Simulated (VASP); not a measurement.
**Pt under changes of volume**

One of the cells (14.906 Å³/atom); the others are scaled copies at fixed shape and fractional positions:

```
Pt
1.0
     2.71244    0.00000    0.00000
    -1.35622    2.34904    0.00000
     0.00000    0.00000    4.67881
Pt
2
Direct
  0.33333 0.66667 0.25000
  0.66667 0.33333 0.75000
```

This isn't the form of Pt at room conditions, which is fcc.

| Item | Value |
| --- | --- |
| Program | VASP 6.6.1 |
| Functional | LDA |
| Potentials or basis | VASP PAW LDA potentials, release 64 (Pt) |
| Cutoff | 520 eV |
| k mesh | 10 × 10 × 6 |
| Occupations | fermi-dirac, width 0.05 eV |
| Spin | no spin polarisation |

```tsv
volume (Å³/atom)	energy over the lowest point (meV/atom)	pressure (GPa)
14.310	?	?
14.608	5.93	6.4
14.906	0.00	0.0
15.204	5.29	-5.6
15.502	20.46	-10.6
```

Q: What does the run at 14.310 Å³/atom give?

A: Energy over the lowest point 24.56 meV/atom; pressure 13.7 GPa.

Worked out: A Birch-Murnaghan fit of order 2 (a polynomial in V^(-2/3)) to the other rows has its minimum at 14.91 Å³/atom with B0 = V·E''(V) = 297 GPa at fixed shape and positions, which overstates the stiffness. It gives 24.03 meV/atom at 14.310 Å³/atom, against the run's 24.56, and -dE/dV = 13.3 GPa, against 13.7.

Energies are extrapolated to zero smearing.
